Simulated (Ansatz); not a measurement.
# CaSe under changes of volume

One of the cells (25.829 Å³/atom); the others are scaled copies at fixed shape and fractional positions:

```
CELL_PARAMETERS angstrom
0.00000 2.95600 2.95600
2.95600 0.00000 2.95600
2.95600 2.95600 0.00000
ATOMIC_POSITIONS crystal
Se 0.50000 0.50000 0.50000
Ca 0.00000 0.00000 0.00000
```

- Program: Ansatz 0.2.0
- Functional: r2SCAN
- Potentials or basis: Ansatz PAW
- Cutoff: 500 eV (not typed: the program's choice for these potentials)
- k mesh: 8 × 8 × 8
- Occupations: fermi-dirac, width 0.05 eV
- Spin: no spin polarisation

| volume (Å³/atom) | energy over the lowest point (meV/atom) | pressure (GPa) | gap on the mesh (eV) |
| --- | --- | --- | --- |
| 24.280 | 23.71 | 4.4 | 2.33 |
| 24.796 | 11.72 | 3.0 | 2.39 |
| 25.313 | 4.05 | 1.8 | 2.44 |
| 25.829 | 0.27 | 0.6 | 2.49 |
| 26.346 | 0.00 | -0.4 | 2.54 |
| 26.863 | ? | ? | ? |
| 27.379 | 8.69 | -2.2 | 2.62 |

Problem. What does the run at 26.863 Å³/atom give?

Solution. Energy over the lowest point 2.91 meV/atom; pressure -1.4 GPa; gap on the mesh 2.58 eV.

Worked out: A Birch-Murnaghan fit of order 3 (a polynomial in V^(-2/3)) to the other rows has its minimum at 26.13 Å³/atom with B0 = V·E''(V) = 52 GPa and B' = 4.2. It gives 2.92 meV/atom at 26.863 Å³/atom, against the run's 2.91, and -dE/dV = -1.4 GPa, against -1.4. A straight line through the other rows of the gap, of slope 2.41 eV per unit of ln V, gives 2.58 eV, against the run's 2.58.

Energies are extrapolated to zero smearing.

Caveats: the PAW data sets come from PBE, with cores solved anew for the run's functional, which leaves a small shift of forces and pressure.

A mesh can miss the band edges. Spin-orbit coupling on Se is left out.
